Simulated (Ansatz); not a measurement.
Wires are cut from relaxed bulk BP (F-43m, 11.54 Å³/atom, gap on the mesh 1.12 eV); atoms and period are relaxed, and energies count from that bulk. Caps count from half an H2 molecule.

Level of theory: Ansatz 0.2.0, DFT PBEsol, scalar-relativistic, plane waves, PAW.

Plane waves to 420 eV, a k mesh through Γ of 1×1×10 on the computed 10-atom cell and Gaussian smearing (0.05 eV); no spin polarisation.

Start ([110] wire, 4 host atoms a period with H caps):

```
CELL_PARAMETERS angstrom
12.90000 0.00000 0.00000
0.00000 14.20000 0.00000
0.00000 0.00000 3.19624
ATOMIC_POSITIONS crystal
B 0.56194 0.53511 0.00000
P 0.56194 0.61470 0.50000
B 0.43806 0.37595 0.50000
P 0.43806 0.45553 0.00000
H 0.63726 0.48673 0.00000
H 0.47206 0.67243 0.50000
H 0.65182 0.67243 0.50000
H 0.51338 0.32757 0.50000
H 0.36274 0.32757 0.50000
H 0.34818 0.51327 0.00000
```

**Question.** Give the relaxed structure and its energy.

**Answer.** The free energy falls by 19 meV/atom.

```
excess energy (eV per host atom)                      : 0.069
line energy (eV/Å)                                    : 0.085
period (Å)                                            : 3.223
gap on the mesh (eV)                                  : 3.42
highest filled level or Fermi level under vacuum (eV) : 5.50
```

Relaxed structure:
```
CELL_PARAMETERS angstrom
12.90000 0.00000 0.00000
0.00000 14.20000 0.00000
0.00000 0.00000 3.22350
ATOMIC_POSITIONS crystal
B 0.56002 0.53569 0.00000
P 0.56074 0.60959 0.50000
B 0.43706 0.37578 0.50000
P 0.44170 0.45034 0.00000
H 0.63900 0.48926 0.00000
H 0.47597 0.67385 0.50000
H 0.64385 0.67589 0.50000
H 0.51495 0.32753 0.50000
H 0.35736 0.33031 0.50000
H 0.35478 0.51305 0.00000
```

Each run keeps its start's symmetry and one magnetic start, so lower states can exist.

Time: 16 s on 4 threads of Arm Neoverse V2, with other jobs on the host, peak memory 0.78 GiB.